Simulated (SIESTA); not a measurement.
Runs of SIESTA 5.4.2 on CsPbCl3. Symmetry: Pm-3m, No. 221, cubic system. Conventional cell: a = 5.605 Å, b = 5.605 Å, c = 5.605 Å, α = 90.00°, β = 90.00°, γ = 90.00°. Pb (site symmetry m-3m) is surrounded by 6 Cl at 2.80 Å. Cs (site symmetry m-3m) is surrounded by 12 Cl at 3.96 Å. Cl (site symmetry 4/mmm) has 2 Pb at 2.80 Å as nearest neighbours. 

```tsv
cell	gap on the mesh (eV)	pressure (GPa)
relaxed to 10 GPa	(a)	9.9
relaxed	1.89	0.0
relaxed to 20 GPa	none	20.1
relaxed to 5 GPa	1.19	5.0
```

Alike in all rows: task relaxation of cell and atoms; level PBEsol; potentials or basis PseudoDojo 0.4 standard (PBEsol files), DZP (energy shift 0.003 Ry; two zetas on semicore shells; d shell added on Cs); no spin polarisation; k mesh 4 × 4 × 4; smearing fermi-dirac 0.05 eV; grid cutoff 800 Ry; energy shift 0.003 Ry.

Problem. Fill in the values left out.

Solution. (a) 0.60.

Caveats: the basis of atomic orbitals isn't converged, which shifts pressures, moduli and gaps; spin-orbit coupling is left out, which as a rule narrows the gap of such compounds by several tenths of an eV (some runs).

A k mesh can miss the band edges, and the runs leave out spin-orbit coupling on Cs, Pb.

A gap of «none» marks a metal or a gap under the smearing width.
